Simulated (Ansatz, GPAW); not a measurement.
# Ballistic transport through a B chain with an H atom bridging one bond, cheap and dear, part 2 of 2

Wanted: the zero-bias transmission of a B chain with an H atom bridging one bond on a ladder of levels, with run times.

GPAW 26.7.0 and Ansatz 0.2.0; Ansatz plane waves; Landauer transmission by layers, zero bias (the session's first sound run).

So far, transmission at the Fermi level (one spin): step 2 (plane-wave reference (PBE)) 1.91; step 3 (GPAW, dzp, PBE, GPAW) 1.91; step 4 (single-zeta polarised basis, PBE, GPAW) 1.89; step 5 (minimal basis, PBE, GPAW) 1.86. Also open channels of the lead at the Fermi level (one spin): step 2 2.

**6. LDA in the dzp basis: xc = "LDA"**

Back in the dzp basis, the functional changes from PBE to LDA, to set the spread between functionals beside that between bases.

File run.py:

```python
import json
import numpy as np
from ase import Atoms
from ase.transport.calculators import TransportCalculator
from gpaw import GPAW, FermiDirac
from gpaw.lcao.tools import get_lcao_hamiltonian
from scipy.linalg import eigh

# The junction with lead layers at both ends, along the third cell vector
device = Atoms(
    ['B', 'B', 'B', 'B', 'B', 'B', 'H', 'B', 'B', 'B', 'B', 'B', 'B'],
    positions=[
        [4.50000, 4.50000, 0.77500],
        [4.50000, 4.50000, 2.32500],
        [4.50000, 4.50000, 3.87500],
        [4.50000, 4.50000, 5.42500],
        [4.50000, 4.50000, 6.97500],
        [4.50000, 4.50000, 8.52500],
        [5.04772, 4.50000, 9.40000],
        [4.50000, 4.50000, 10.27500],
        [4.50000, 4.50000, 11.82500],
        [4.50000, 4.50000, 13.37500],
        [4.50000, 4.50000, 14.92500],
        [4.50000, 4.50000, 16.47500],
        [4.50000, 4.50000, 18.02500]],
    cell=[[9.0, 0.0, 0.0], [0.0, 9.0, 0.0], [0.0, 0.0, 18.8]],
    pbc=True)

# One principal layer of the lead: the first 4 atoms of the device
lead = Atoms(
    ['B', 'B', 'B', 'B'],
    positions=[
        [4.50000, 4.50000, 0.77500],
        [4.50000, 4.50000, 2.32500],
        [4.50000, 4.50000, 3.87500],
        [4.50000, 4.50000, 5.42500]],
    cell=[[9.0, 0.0, 0.0], [0.0, 9.0, 0.0], [0.0, 0.0, 6.2]],
    pbc=True)

settings = dict(mode='lcao', basis='dzp', xc='LDA', h=0.2,
                occupations=FermiDirac(0.1), maxiter=250,
                mixer=dict(beta=0.1, nmaxold=8, weight=100.0),
                convergence=dict(density=0.0001))
energies = np.arange(-2, 2 + 1e-9, 0.05)
eta = 0.0001
n1, n2 = 1, 1
# k and -k transmit alike, so half of the mesh across the current serves
mesh = [(i, j) for i in range(n1) for j in range(n2) if (i, j) <= (-i % n1, -j % n2)]
weights = np.array([1 if (i, j) == (-i % n1, -j % n2) else 2 for i, j in mesh]) / (n1 * n2)

# [... helper functions left out ...]
fermi_lead = ground_state(lead, (1, 1, 18), 'lead.txt')
fermi_device = ground_state(device, (1, 1, 4), 'device.txt')
# [... loop over the mesh left out, but for ...]
        # Shift the lead onto the potential of the device's first layer
        shift = ((H[:, 0, 0] - H0[:, 0, 0]) / S0[0, 0]).real.mean()
# [...]
kT = 8.617333e-5 * 300
bias = [0.1, 0.2, 0.5, 1.0, 1.5, 2.0]
# [... integrals and printing left out ...]
```

Command:

```bash
> OMP_NUM_THREADS=1 OPENBLAS_NUM_THREADS=2 python run.py
```

Run time: 30 s. Hardware: 2 threads of Intel Xeon Platinum 8488C (Sapphire Rapids), shared host; peak memory 0.63 GiB.

This step gave:

* conductance: 1.919 G₀
* largest coupling past the next principal layer: 9.53e-5 eV
* largest misfit of the first principal layer: 0.05233 eV
* shift that aligns the lead: -0.01508 eV
* basis functions of the junction: 161
* basis functions of a principal layer: 52
* transmission at the Fermi level (one spin): 1.919

The conductance, 1.92 G₀, lies 0.3 % above that of the dzp run.

**7. Cost and result by level**

Times are for 2 threads of Intel Xeon Platinum 8488C (Sapphire Rapids), shared host. The runs compared:

| no. | run | conductance (G₀) | time | memory (GiB) |
| --- | --- | --- | --- | --- |
| 1 | dzp | 1.913 | 40 s | 0.64 |
| 2 | szp | 1.894 | 34 s | 0.63 |
| 3 | sz | 1.862 | 21 s | 0.58 |
| 4 | dzp LDA | 1.919 | 30 s | 0.63 |

**8. Comparison**

The curves are compared point by point over the common energies.

This step: comparison of transmission and cost over codes and levels (GPAW 26.7.0).

Ladder, by row:

```csv
step,code,T at the Fermi level (sum over the listed spins),conductance (G0),r.m.s. T(E) from the first,wall time (s),peak memory (GiB),threads
pw-pbe,Ansatz,1.913,-,0,24.88,1.046,2
dzp,GPAW,1.913,1.913,0.02367,40.44,0.64,2
szp,GPAW,1.894,1.894,0.1974,33.64,0.63,2
sz,GPAW,1.862,1.862,0.1967,21.24,0.58,2
dzp-LDA,GPAW,1.919,1.919,0.02681,30.2,0.63,2
```

Table of transmission, zone mean, sum over the listed spins by energy, zero at the Fermi level:

```csv
energy (eV),pw-pbe,dzp,szp,sz,dzp-LDA
-2.0000,0,2.1e-12,0,0,2.2e-12
-1.7500,0,2.0e-12,0,0,2.1e-12
-1.5000,0,2.1e-12,0,0,2.1e-12
-1.2500,0,5.1e-11,3.7e-11,1.6e-11,6.9e-11
-1.0000,0,5.9e-8,3.1e-10,1.3e-9,5.1e-8
-0.7500,1.31,1.27,0.597,0.626,1.26
-0.5000,1.78,1.76,1.62,1.56,1.77
-0.2500,1.89,1.88,1.85,1.82,1.89
0.0000,1.91,1.91,1.89,1.86,1.92
0.2500,1.92,1.92,1.91,1.88,1.93
0.5000,1.93,1.93,1.92,1.89,1.94
0.7500,1.94,1.94,1.94,1.92,1.95
1.0000,1.95,1.95,1.95,1.94,1.96
1.2500,1.96,1.96,1.97,1.96,1.97
1.5000,1.97,1.97,1.98,1.98,1.98
1.7500,1.98,1.98,1.99,1.99,1.98
2.0000,1.98,1.99,1.99,1.99,1.99
```

**9. Smearing 0.2: width = 0.2**

Smearing helps the SCF of a metal converge, but it blurs occupations at band edges near the Fermi level.

This step: GPAW LCAO, PAW setups; Landauer transmission from Green's functions with principal layers (ASE), zero bias (GPAW 26.7.0).

run.py: that of step 6 with these lines changed.

```diff
@@ -39,4 +39,4 @@
 
-settings = dict(mode='lcao', basis='dzp', xc='LDA', h=0.2,
-                occupations=FermiDirac(0.1), maxiter=250,
+settings = dict(mode='lcao', basis='dzp', xc='PBE', h=0.2,
+                occupations=FermiDirac(0.2), maxiter=250,
                 mixer=dict(beta=0.1, nmaxold=8, weight=100.0),
```

Wall time 36 s (2 threads); peak memory 0.64 GiB.

Numbers from this step:

```yaml
conductance: 1.906 G₀
largest_coupling_past_the_next_principal_layer: 9.55e-5 eV
largest_misfit_of_the_first_principal_layer: 0.05778 eV
shift_that_aligns_the_lead: -0.006061 eV
transmission_at_the_fermi_level_one_spin: 1.907
```

One spin. Transmission, zone mean against energy, zero at the Fermi level:

energy (eV), transmission, zone mean and a bar:
```
    -2.00       0.00 
    -1.85       0.00 
    -1.70       0.00 
    -1.60       0.00 
    -1.45       0.00 
    -1.30       0.00 
    -1.15       0.00 
    -1.05       0.00 
    -0.90       0.73 ###########
    -0.75       1.40 #####################
    -0.60       1.68 #########################
    -0.50       1.77 ###########################
    -0.35       1.84 ############################
    -0.20       1.88 ############################
    -0.05       1.90 #############################
     0.00       1.91 #############################
     0.05       1.91 #############################
     0.20       1.92 #############################
     0.35       1.93 #############################
     0.50       1.93 #############################
     0.60       1.94 #############################
     0.75       1.95 #############################
     0.90       1.95 #############################
     1.05       1.96 ##############################
     1.15       1.96 ##############################
     1.30       1.97 ##############################
     1.45       1.97 ##############################
     1.60       1.98 ##############################
     1.70       1.98 ##############################
     1.85       1.98 ##############################
     2.00       1.99 ##############################
```

Not self-consistent under bias; the bias window is split evenly. Table of current through one cell, from the zero-bias transmission by bias:

```
bias (V)  current through one cell, from the zero-bias transmission (μA)
   0.100                                                            14.8
   0.200                                                            29.5
   0.500                                                            73.7
   1.000                                                             146
   1.500                                                             215
   2.000                                                             268
```

Table of transmission of the three most open eigenchannels by energy, zero at the Fermi level:

| energy (eV) | channel 1 | channel 2 | channel 3 |
| --- | --- | --- | --- |
| -2.00 | 2.2e-12 | 0 | 0 |
| -1.90 | 2.1e-12 | 0 | 0 |
| -1.80 | 2.0e-12 | 0 | 0 |
| -1.70 | 2.0e-12 | 0 | 0 |
| -1.55 | 1.9e-12 | 0 | 0 |
| -1.45 | 1.9e-12 | 1.9e-12 | 0 |
| -1.35 | 1.1e-8 | 1.8e-12 | 0 |
| -1.25 | 5.2e-11 | 1.1e-11 | 1.7e-12 |
| -1.15 | 6.6e-10 | 1.4e-10 | 1.6e-12 |
| -1.05 | 5.6e-8 | 1.7e-9 | 1.6e-12 |
| -0.90 | 0.488 | 0.247 | 1.5e-12 |
| -0.80 | 0.763 | 0.486 | 1.4e-12 |
| -0.70 | 0.881 | 0.639 | 1.4e-12 |
| -0.60 | 0.939 | 0.737 | 1.3e-12 |
| -0.50 | 0.968 | 0.800 | 1.3e-12 |
| -0.40 | 0.983 | 0.841 | 1.2e-12 |
| -0.25 | 0.993 | 0.878 | 1.1e-12 |
| -0.15 | 0.996 | 0.894 | 1.1e-12 |
| -0.05 | 0.997 | 0.905 | 1.0e-12 |
| 0.00 | 0.998 | 0.909 | 1.0e-12 |
| 0.05 | 0.998 | 0.913 | 1.0e-12 |
| 0.15 | 0.998 | 0.919 | 0 |
| 0.25 | 0.999 | 0.925 | 0 |
| 0.40 | 0.999 | 0.931 | 0 |
| 0.50 | 0.999 | 0.936 | 0 |
| 0.60 | 0.999 | 0.940 | 0 |
| 0.70 | 0.999 | 0.944 | 0 |
| 0.80 | 0.999 | 0.948 | 0 |
| 0.90 | 0.999 | 0.953 | 0 |
| 1.05 | 0.999 | 0.959 | 0 |
| 1.15 | 0.999 | 0.963 | 0 |
| 1.25 | 0.999 | 0.967 | 0 |
| 1.35 | 0.999 | 0.971 | 0 |
| 1.45 | 0.999 | 0.974 | 0 |
| 1.55 | 0.999 | 0.977 | 0 |
| 1.70 | 0.998 | 0.982 | 0 |
| 1.80 | 0.998 | 0.984 | 0 |
| 1.90 | 0.997 | 0.987 | 0 |
| 2.00 | 0.997 | 0.989 | 0 |

The conductance, 1.91 G₀, lies 0.3 % below that of the dzp run.

**10. Another change of settings**

A last run, with other settings again.

run.py: that of step 9 with these lines changed.

```diff
@@ -40,3 +40,3 @@
 settings = dict(mode='lcao', basis='dzp', xc='PBE', h=0.2,
-                occupations=FermiDirac(0.2), maxiter=250,
+                occupations=FermiDirac(1.0), maxiter=75,
                 mixer=dict(beta=0.1, nmaxold=8, weight=100.0),
```

Run time: 35 s. Hardware: 2 threads; peak memory 0.64 GiB.

The run finished. A setting was moved off its sound value on purpose, so it serves as a test and not as the result.

The fault put into the input: a smearing of electronvolts (width = 1.0).

Side by side:

```
                                           quantity   this run  sound run  difference
                                   conductance (G₀)     1.8972     1.9126     -0.0155
largest coupling past the next principal layer (eV)   9.561e-5   9.547e-5      1.4e-7
   largest misfit of the first principal layer (eV)   0.032259   0.052822     -0.0206
                    shift that aligns the lead (eV)  -0.010201  -0.015275     0.00507
         transmission at the Fermi level (one spin)     1.8975     1.9130     -0.0155
```

**11. Summary of results**

```yaml
conductance: 1.91 G₀
transmission_at_the_fermi_level_mean_of_the_spins: 1.91
thermopower: about 0 (under 1.5 μV/K)
```

**Reading.** In the dzp basis the junction conducts 1.91 G₀ at 300 K, with T = 1.91 a spin at the Fermi level; the sz basis reaches that conductance within 10 %. Plane waves (PBE) give T = 1.91 there. At the Fermi level two eigenchannels carry the current (1.00 and 0.91). Measured against the first run (pw-pbe), the nearest curve is that of dzp (r.m.s. 0.024) and the farthest that of szp (0.20). Over the compared runs wall time goes from 21 s (sz) to 40 s (dzp), on a shared host. The geometry was built from estimated bond lengths and not relaxed, so the numbers describe this model structure. The run had no spin polarisation, so a magnetic state, which chains and small molecules with open shells often have, wasn't tested. An evenly spaced straight chain is an idealisation: free chains tend to dimerise, zigzag or, where a band edge lies near the Fermi level, turn magnetic. The currents use the zero-bias T(E) throughout, which holds only while the bias is small against the distance to the nearest feature. The energy step is wider than the thermal energy, so the conductance and thermopower rest on interpolation of T(E).

[Logs are printed without paths, hosts, clocks, repeated set-up lines and the standing remarks that a program may print on its own settings, such as how far it seeks lower states.]

[Hosts, paths, dates, database ids (printed as entryN), source tags and the programs' standing remarks are cut or masked in the printed files.]
